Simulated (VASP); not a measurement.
**SnSe2: Br into a neighbouring Se vacancy**

How hard is this move in SnSe2: Br into a neighbouring Se vacancy? Both ends are relaxed first, then a band of images between them. The start is a cell from a database of measured crystal structures.

Program: VASP 6.6.1. Level of theory: PBE; plane waves and PAW (Sn, Se), in the first sound run; inputs show where later runs differ. Results are calculated unless marked as measured.

### 1. The host crystal

It takes space group P-3m1 (No. 164, trigonal). The conventional cell has a = 3.811 Å, b = 3.811 Å, c = 6.136 Å, α = 90.00°, β = 90.00°, γ = 120.00°. Sn has 6 Se at 2.68 Å nearest. Nearest to Se lie 3 Sn at 2.68 Å. Farther neighbours and most contacts between anions are not listed.

### 2. Relax the host

First cell and atoms are relaxed at a raised cutoff, so that later runs start from this functional's own cell.

INCAR reads:

```
SYSTEM = SnSe2
PREC = Accurate
ENCUT = 350
EDIFF = 1E-06
NELM = 120
ISMEAR = 0
SIGMA = 0.1
LREAL = .FALSE.
ALGO = Normal
GGA = PE
NBANDS = 14
LORBIT = 11
LWAVE = .FALSE.
LCHARG = .FALSE.
KPAR = 3
LASPH = .TRUE.
IBRION = 2
NSW = 40
ISIF = 3
EDIFFG = -0.02
POTIM = 0.4
```

POSCAR reads:

```
SnSe2
1.0
    3.8110000000      0.0000000000      0.0000000000
   -1.9055000000      3.3004228138      0.0000000000
    0.0000000000      0.0000000000      6.1360000000
Sn Se
1 2
Direct
    0.0000000000      0.0000000000      0.0000000000
    0.6666666667      0.3333333333      0.7510000000
    0.3333333333      0.6666666667      0.2490000000
```

KPOINTS reads:

```
Automatic mesh
0
Gamma
6 6 3
0 0 0
```

PAW data sets: Sn and Se (PBE family, release 64).

Run with:

```bash
$ mpirun -np 3 vasp_std
```

The program printed:

```text
[banner, memory and clock lines left out]
running    3 mpi-ranks, on    1 nodes
 distrk:  each k-point on    1 cores,    3 groups
 distr:  one band on    1 cores,    1 groups

 POSCAR found type information on POSCAR SnSe
 POSCAR found :  2 types and       3 ions
 LDA part: xc-table for (Slater+PW92), standard interpolation
 POSCAR, INCAR and KPOINTS ok, starting setup
 FFT: planning ... GRIDC
 FFT: planning ... GRID_SOFT
 FFT: planning ... GRID
 WAVECAR not read
 entering main loop
       N       E                     dE             d eps       ncg     rms          rms(c)
DAV:   1     0.484212210704E+02    0.48421E+02   -0.48028E+03   476   0.664E+02
DAV:   2    -0.864328251078E+01   -0.57065E+02   -0.52610E+02   606   0.129E+02
DAV:   3    -0.120593643248E+02   -0.34161E+01   -0.33875E+01   596   0.344E+01
DAV:   4    -0.120862755533E+02   -0.26911E-01   -0.26902E-01   560   0.363E+00
DAV:   5    -0.120865159886E+02   -0.24044E-03   -0.24043E-03   632   0.333E-01    0.530E+00
DAV:   6    -0.118154311966E+02    0.27108E+00   -0.25270E-01   536   0.294E+00    0.333E+00
DAV:   7    -0.117657815955E+02    0.49650E-01   -0.15020E-01   566   0.202E+00    0.990E-01
DAV:   8    -0.117622150597E+02    0.35665E-02   -0.60998E-03   542   0.575E-01    0.231E-01
DAV:   9    -0.117624575484E+02   -0.24249E-03   -0.14817E-03   578   0.249E-01    0.722E-02
DAV:  10    -0.117624645743E+02   -0.70259E-05   -0.56623E-05   620   0.488E-02    0.263E-02
DAV:  11    -0.117624908712E+02   -0.26297E-04   -0.27483E-05   530   0.351E-02    0.896E-03
DAV:  12    -0.117624921032E+02   -0.12319E-05   -0.16886E-06   586   0.921E-03    0.338E-03
DAV:  13    -0.117624924446E+02   -0.34144E-06   -0.11479E-06   498   0.687E-03
   1 F= -.11762492E+02 E0= -.11762492E+02  d E =-.117625E+02
 curvature:   0.00 expect dE= 0.000E+00 dE for cont linesearch  0.000E+00
 trial: gam= 0.00000 g(F)=  0.448E-01 g(S)=  0.281E+00 ort = 0.000E+00 (trialstep = 0.100E+01)
 search vector abs. value=  0.326E+00
 bond charge predicted
       N       E                     dE             d eps       ncg     rms          rms(c)
DAV:   1    -0.122445777656E+02   -0.48209E+00   -0.93361E+00   476   0.169E+01    0.308E+00
DAV:   2    -0.119375522664E+02    0.30703E+00   -0.44397E-01   506   0.397E+00    0.144E+00
DAV:   3    -0.118470237992E+02    0.90528E-01   -0.23961E-01   536   0.248E+00    0.380E-01
DAV:   4    -0.118428750663E+02    0.41487E-02   -0.60224E-03   596   0.521E-01    0.240E-01
DAV:   5    -0.118423871906E+02    0.48788E-03   -0.20035E-03   548   0.256E-01    0.116E-01
DAV:   6    -0.118424502745E+02   -0.63084E-04   -0.99818E-05   584   0.583E-02    0.478E-02
DAV:   7    -0.118424705353E+02   -0.20261E-04   -0.30861E-05   536   0.348E-02    0.554E-03
DAV:   8    -0.118424726762E+02   -0.21409E-05   -0.24382E-06   624   0.100E-02    0.380E-03
DAV:   9    -0.118424733448E+02   -0.66856E-06   -0.56545E-07   460   0.453E-03
   2 F= -.11842473E+02 E0= -.11842473E+02  d E =-.799809E-01
[... from here on, the cycles between the ionic steps are left out ...]
   3 F= -.11865683E+02 E0= -.11865683E+02  d E =-.103191E+00
   4 F= -.11867191E+02 E0= -.11867191E+02  d E =-.150788E-02
   5 F= -.11870633E+02 E0= -.11870633E+02  d E =-.495010E-02
   6 F= -.11872695E+02 E0= -.11872695E+02  d E =-.701212E-02
   7 F= -.11873693E+02 E0= -.11873693E+02  d E =-.998212E-03
   8 F= -.11876437E+02 E0= -.11876437E+02  d E =-.374156E-02
   9 F= -.11880836E+02 E0= -.11880836E+02  d E =-.814132E-02
  10 F= -.11885866E+02 E0= -.11885866E+02  d E =-.131708E-01
  11 F= -.11882550E+02 E0= -.11882550E+02  d E =-.985450E-02
  12 F= -.11886222E+02 E0= -.11886222E+02  d E =-.135272E-01
  13 F= -.11886868E+02 E0= -.11886868E+02  d E =-.645460E-03
 trial-energy change:   -0.000645  1 .order   -0.000772   -0.005788    0.004244
 step:   0.7706(harm=  0.7963)  dis= 0.00947  next Energy=   -11.887816 (dE=-0.159E-02)
 bond charge predicted
       N       E                     dE             d eps       ncg     rms          rms(c)
DAV:   1    -0.118951584279E+02   -0.82912E-02   -0.31562E-01   476   0.301E+00    0.392E-01
DAV:   2    -0.118899198600E+02    0.52386E-02   -0.13338E-02   554   0.666E-01    0.194E-01
DAV:   3    -0.118878471373E+02    0.20727E-02   -0.49124E-03   536   0.363E-01    0.684E-02
DAV:   4    -0.118878015871E+02    0.45550E-04   -0.18639E-04   572   0.837E-02    0.500E-02
DAV:   5    -0.118878028849E+02   -0.12978E-05   -0.45387E-05   524   0.413E-02    0.102E-02
DAV:   6    -0.118878050471E+02   -0.21622E-05   -0.38898E-06   572   0.116E-02    0.342E-03
DAV:   7    -0.118878057698E+02   -0.72277E-06   -0.76288E-07   410   0.528E-03
  14 F= -.11887806E+02 E0= -.11887806E+02  d E =-.158334E-02
 curvature:  -2.20 expect dE=-0.193E-03 dE for cont linesearch -0.287E-06
 trial: gam=-0.01429 g(F)=  0.196E-04 g(S)=  0.683E-04 ort = 0.551E-04 (trialstep = 0.126E+01)
 search vector abs. value=  0.910E-04
 reached required accuracy - stopping structural energy minimisation
```

Run time: 53 s. Hardware: 3 MPI ranks of AMD EPYC 7R43, shared host; peak memory 0.42 GiB; 2.6 min of CPU time.

Lines that name or quote the potential files are left out of all logs, and their timing lines are given in words.

Parts of OUTCAR (step 2):

```text
ion  position               nearest neighbor table
   1  0.000  0.000  0.000-   2 2.68   3 2.68   3 2.68   2 2.68   2 2.68   3 2.68
   2  0.667  0.333  0.751-   1 2.68   1 2.68   1 2.68
   3  0.333  0.667  0.249-   1 2.68   1 2.68   1 2.68

  LATTYP: Found a hexagonal cell.
 ALAT       =     3.8110000000
 C/A-ratio  =     1.6100760955

 Subroutine GETGRP returns: Found 12 space group operations
 (whereof 12 operations were pure point group operations)

The static configuration has the point symmetry D_3d.

 Found     17 irreducible k-points:

   k-points           NKPTS =     17   k-points in BZ     NKDIM =     17   number of bands    NBANDS=     14

   dimension x,y,z NGX =    24 NGY =   24 NGZ =   40
   dimension x,y,z NGXF=    48 NGYF=   48 NGZF=   80

   ENCUT  =  350.0 eV  25.72 Ry    5.07 a.u.   5.81  5.81  9.36*2*pi/ulx,y,z

   NELECT =      16.0000    total number of electrons

 k-points in reciprocal lattice and weights: Automatic mesh
   0.00000000  0.00000000  0.00000000       0.009
   0.16666667 -0.00000000  0.00000000       0.056
   0.33333333 -0.00000000  0.00000000       0.056
   0.50000000  0.00000000  0.00000000       0.028
   0.16666667  0.16666667  0.00000000       0.056
   0.33333333  0.16666667  0.00000000       0.111
   0.33333333  0.33333333  0.00000000       0.019
   0.00000000  0.00000000  0.33333333       0.019
   0.16666667 -0.00000000  0.33333333       0.056
[...]
-0.16666667  0.50000000  0.33333333       0.111
   0.33333333  0.33333333  0.33333333       0.037

 average (electrostatic) potential at core
       1 -47.3487       2 -55.6474       3 -55.6474

 E-fermi :   2.0730

 k-point     1 :       0.0000    0.0000    0.0000
  band No.  band energies     occupation
    ...
      4       1.2007      2.00000
      5       1.2289      2.00000
      6       1.2289      2.00000
      7       1.5787      2.00000
      8       1.5787      2.00000
      9       2.8025      0.00000
     10       4.7747      0.00000
     11       6.2840      0.00000
     12       6.2840      0.00000
     13       8.8596      0.00000
    ...

 k-point     2 :       0.1667   -0.0000    0.0000
  band No.  band energies     occupation
    ...
      4      -0.4916      2.00000
      5       0.4455      2.00000
      6       0.5590      2.00000
      7       1.2744      2.00000
      8       1.7010      2.00000
      9       3.7961      0.00000
     10       5.3950      0.00000
     11       6.4886      0.00000
     12       6.7761      0.00000
     13       9.0182      0.00000
    ...

 k-point     3 :       0.3333   -0.0000    0.0000
  band No.  band energies     occupation
    ...
      4      -1.9429      2.00000
      5      -0.6145      2.00000
      6      -0.1975      2.00000
      7       1.1973      2.00000
      8       1.5369      2.00000
      9       3.0621      0.00000
     10       5.6976      0.00000
     11       7.2548      0.00000
     12       7.4655      0.00000
     13       8.0863      0.00000
    ...

  Total       -0.0340689     -0.0340689      0.0546491     -0.0000000     -0.0000000      0.0000000
  in kB       -0.5992768     -0.5992768      0.9612862     -0.0000000     -0.0000000      0.0000000
  external PRESSURE =      -0.0790891 kB  Pullay stress =       0.0000000 kB

  energy-cutoff  :      350.00
  volume of cell :       91.08
      direct lattice vectors                 reciprocal lattice vectors
     3.875156442 -0.000000000  0.000000000     0.258054098  0.148987603 -0.000000000
    -1.937578221  3.355983923 -0.000000000     0.000000000  0.297975206 -0.000000000
    -0.000000000  0.000000000  7.003766061    -0.000000000  0.000000000  0.142780326

 POSITION                                       TOTAL-FORCE (eV/Angst)
 -----------------------------------------------------------------------------------
     -0.00000      0.00000      0.00000        -0.000000     -0.000000      0.000000
      1.93758      1.11866      5.41428         0.000000     -0.000000     -0.015918
     -0.00000      2.23732      1.58949        -0.000000      0.000000      0.015918
 -----------------------------------------------------------------------------------
    total drift:                                0.000000     -0.000000      0.000000

  FREE ENERGIE OF THE ION-ELECTRON SYSTEM (eV)
  ---------------------------------------------------
  free  energy   TOTEN  =       -11.8878057698 eV

  energy  without entropy=      -11.8878057619  energy(sigma->0) =      -11.88780577

 reached required accuracy - stopping structural energy minimisation

 total charge
# of ion       s       p       d       tot
------------------------------------------
    1        1.272   1.462   0.295   3.029
    2        1.483   2.297   0.023   3.804
    3        1.483   2.297   0.023   3.804
--------------------------------------------------
tot          4.238   6.056   0.341  10.636

[... 3 further parts left out ...]
```

The gap is read on the k-mesh alone, so it is an upper bound where the band edges lie off the mesh. After so large a change of volume the plane waves of the start cell no longer fit, so the final stress carries a basis-set error. The data set Sn keeps the semicore shell frozen, which is cheaper and a little less accurate. The run keeps the 12 symmetry operations of its start, so it cannot find a distortion of lower symmetry.

The steps of the relaxation:

```
step  energy less that of the first step (eV)  largest force (eV/Å)  pressure (GPa)  volume (Å³)
   1                                   0.0000                0.7617            5.56        77.18
   2                                  -0.0800                0.4335           -2.04        85.43
   3                                  -0.1032                0.0845            0.05        82.58
   4                                  -0.1047                0.0933            0.06        82.69
   5                                  -0.1081                0.1191            0.10        83.04
   6                                  -0.1102                0.1731            0.21        83.71
   7                                  -0.1112                0.1651            0.21        83.90
   8                                  -0.1139                0.1430            0.21        84.45
   9                                  -0.1183                0.0971            0.22        85.57
  10                                  -0.1234                0.0008            0.33        87.82
  11                                  -0.1201                0.2218            0.75        92.34
  12                                  -0.1237                0.1052            0.54        89.65
  13                                  -0.1244                0.0549           -0.42        92.23
  14                                  -0.1253                0.0159           -0.01        91.08
```

```
     cell as run  before  after   change
           a (Å)   3.811  3.875   +1.7 %
           b (Å)   3.811  3.875   +1.7 %
           c (Å)   6.136  7.004  +14.1 %
volume (Å³/atom)   25.73  30.36  +18.0 %
```

The atoms that moved most (Å, as changes of fractional coordinates times the final cell):

```
atom     dx     dy      dz  length
 Se2  0.000  0.000   0.154   0.154
 Se3  0.000  0.000  -0.154   0.154
```

The relaxed structure:

```
Sn Se
1.0
     3.87516    0.00000    0.00000
    -1.93758    3.35598    0.00000
     0.00000    0.00000    7.00377
Sn Se
1 2
Direct
  0.00000 0.00000 0.00000
  0.66667 0.33333 0.77305
  0.33333 0.66667 0.22695
```

A gap read on the k-mesh alone can miss the band edges.

This step gave:

* electronic cycles: 110
* electrons: 16
* free energy (TOTEN): -11.89 eV
* Fermi energy: 2.073 eV
* labelled metallic, from the levels on this mesh: no
* gap on the k-mesh: 0.7405 eV
* least direct gap on the k-mesh: 1.088 eV

The run ended after 14 ionic steps, 0.125 eV below its first step, once forces and stress met EDIFFG = -0.02.

An edge changed by 14 % against the database cell. Without a dispersion term, weakly bound directions of a crystal swell by this much or more.

### 3. Relax the host again, on a new basis

The volume changed by more than 5 %, so the plane waves of the start no longer fit; a second relaxation removes that error.

Changes to INCAR since step 2:

```diff
@@ -17,3 +17,3 @@
 IBRION = 2
-NSW = 40
+NSW = 30
 ISIF = 3
```

POSCAR reads:

```
SnSe2
1.0
    3.8751564424      0.0000000000      0.0000000000
   -1.9375782212      3.3559839228      0.0000000000
    0.0000000000      0.0000000000      7.0037660606
Sn Se
1 2
Direct
    0.0000000000      0.0000000000      0.0000000000
    0.6666666667      0.3333333333      0.7730520092
    0.3333333333      0.6666666667      0.2269479908
```

KPOINTS is that of step 2.

Run with:

```bash
$ mpirun -np 3 vasp_std
```

The program printed:

```text
[... set-up lines as in an earlier step ...]
 entering main loop
       N       E                     dE             d eps       ncg     rms          rms(c)
DAV:   1     0.503896275414E+02    0.50390E+02   -0.46669E+03   476   0.651E+02
DAV:   2    -0.844243546022E+01   -0.58832E+02   -0.54849E+02   642   0.130E+02
DAV:   3    -0.121640857298E+02   -0.37217E+01   -0.36990E+01   584   0.352E+01
DAV:   4    -0.121982236222E+02   -0.34138E-01   -0.34133E-01   578   0.404E+00
DAV:   5    -0.121985790461E+02   -0.35542E-03   -0.35541E-03   614   0.406E-01    0.473E+00
DAV:   6    -0.119305172811E+02    0.26806E+00   -0.26696E-01   578   0.300E+00    0.296E+00
DAV:   7    -0.118922298882E+02    0.38287E-01   -0.13702E-01   536   0.188E+00    0.960E-01
DAV:   8    -0.118888585531E+02    0.33713E-02   -0.62497E-03   608   0.582E-01    0.207E-01
DAV:   9    -0.118891469775E+02   -0.28842E-03   -0.13777E-03   584   0.251E-01    0.684E-02
DAV:  10    -0.118891672198E+02   -0.20242E-04   -0.57723E-05   650   0.497E-02    0.311E-02
DAV:  11    -0.118891989673E+02   -0.31747E-04   -0.32607E-05   542   0.377E-02    0.114E-02
DAV:  12    -0.118892002390E+02   -0.12718E-05   -0.21587E-06   646   0.982E-03    0.371E-03
DAV:  13    -0.118892012378E+02   -0.99884E-06   -0.19103E-06   516   0.887E-03
   1 F= -.11889201E+02 E0= -.11889201E+02  d E =-.118892E+02
 curvature:   0.00 expect dE= 0.000E+00 dE for cont linesearch  0.000E+00
 trial: gam= 0.00000 g(F)=  0.176E-04 g(S)=  0.800E-04 ort = 0.000E+00 (trialstep = 0.100E+01)
 search vector abs. value=  0.975E-04
 reached required accuracy - stopping structural energy minimisation
```

It took 6.6 s on 3 MPI ranks; peak memory 0.4 GiB; 18 s of CPU time.

Parts of OUTCAR (step 3):

```text
  LATTYP: Found a hexagonal cell.
 ALAT       =     3.8751564424
 C/A-ratio  =     1.8073505327

The static configuration has the point symmetry D_3d.

 Found     17 irreducible k-points:

   dimension x,y,z NGX =    24 NGY =   24 NGZ =   48
   dimension x,y,z NGXF=    48 NGYF=   48 NGZF=   96

   ENCUT  =  350.0 eV  25.72 Ry    5.07 a.u.   5.91  5.91 10.68*2*pi/ulx,y,z

   NELECT =      16.0000    total number of electrons

 E-fermi :   2.0729

 k-point     1 :       0.0000    0.0000    0.0000
  band No.  band energies     occupation
    ...
      4       1.2006      2.00000
      5       1.2288      2.00000
      6       1.2288      2.00000
      7       1.5786      2.00000
      8       1.5786      2.00000
      9       2.8024      0.00000
     10       4.7746      0.00000
     11       6.2838      0.00000
     12       6.2838      0.00000
     13       8.8587      0.00000
    ...

 k-point     2 :       0.1667    0.0000    0.0000
  band No.  band energies     occupation
    ...
      4      -0.4917      2.00000
      5       0.4454      2.00000
      6       0.5589      2.00000
      7       1.2743      2.00000
      8       1.7009      2.00000
      9       3.7960      0.00000
     10       5.3948      0.00000
     11       6.4884      0.00000
     12       6.7759      0.00000
     13       9.0179      0.00000
    ...

  Total       -0.0396172     -0.0396172      0.0554614     -0.0000000      0.0000000     -0.0000000
  in kB       -0.6968736     -0.6968736      0.9755759     -0.0000000      0.0000000     -0.0000000
  external PRESSURE =      -0.1393905 kB  Pullay stress =       0.0000000 kB

  energy-cutoff  :      350.00
  volume of cell :       91.08
      direct lattice vectors                 reciprocal lattice vectors
     3.875156442  0.000000000  0.000000000     0.258054098  0.148987603  0.000000000
    -1.937578221  3.355983923  0.000000000     0.000000000  0.297975206  0.000000000
     0.000000000  0.000000000  7.003766061     0.000000000  0.000000000  0.142780326

 POSITION                                       TOTAL-FORCE (eV/Angst)
 -----------------------------------------------------------------------------------
      0.00000      0.00000      0.00000        -0.000000      0.000000      0.000000
      1.93758      1.11866      5.41428        -0.000000     -0.000000     -0.015092
     -0.00000      2.23732      1.58949         0.000000      0.000000      0.015092
 -----------------------------------------------------------------------------------
    total drift:                               -0.000000      0.000000      0.000000

  FREE ENERGIE OF THE ION-ELECTRON SYSTEM (eV)
  ---------------------------------------------------
  free  energy   TOTEN  =       -11.8892012378 eV

  energy  without entropy=      -11.8892012298  energy(sigma->0) =      -11.88920123

 total charge
# of ion       s       p       d       tot
------------------------------------------
    1        1.272   1.462   0.295   3.029
    2        1.483   2.298   0.023   3.804
    3        1.483   2.298   0.023   3.804
--------------------------------------------------
tot          4.238   6.058   0.341  10.637

[... 3 parts as in an earlier step ...]

[... 7 further parts left out ...]
```

CONTCAR:

```
SnSe2
   1.00000000000000
     3.8751564423999998    0.0000000000000000    0.0000000000000000
    -1.9375782211999999    3.3559839228000001    0.0000000000000000
     0.0000000000000000    0.0000000000000000    7.0037660606000003
  Sn              Se
     1     2
Direct
     0.0000000000000000    0.0000000000000000    0.0000000000000000
     0.6666666667000030    0.3333333332999970    0.7730520092000006
     0.3333333332999970    0.6666666667000030    0.2269479907999994
```

Little changed from the start: no atom moved by 0.005 Å and no cell edge by 0.1 %.

Numbers from this step:

| Item | Value |
| --- | --- |
| electronic cycles | 13 |

The start already met the threshold, so nothing moved.

(Part 1 of 4 ends here.)

[Lines on the potential files, build, host, timing and source positions are cut from VASP's logs without a mark.]

[Logs are printed without paths, hosts, clocks, repeated set-up lines and the standing remarks that a program may print on its own settings, such as how far it seeks lower states.]

[Hosts, paths, dates, database ids (printed as entryN), source tags and the programs' standing remarks are cut or masked in the printed files.]

[Runs that stopped without an error message from VASP are left out.]
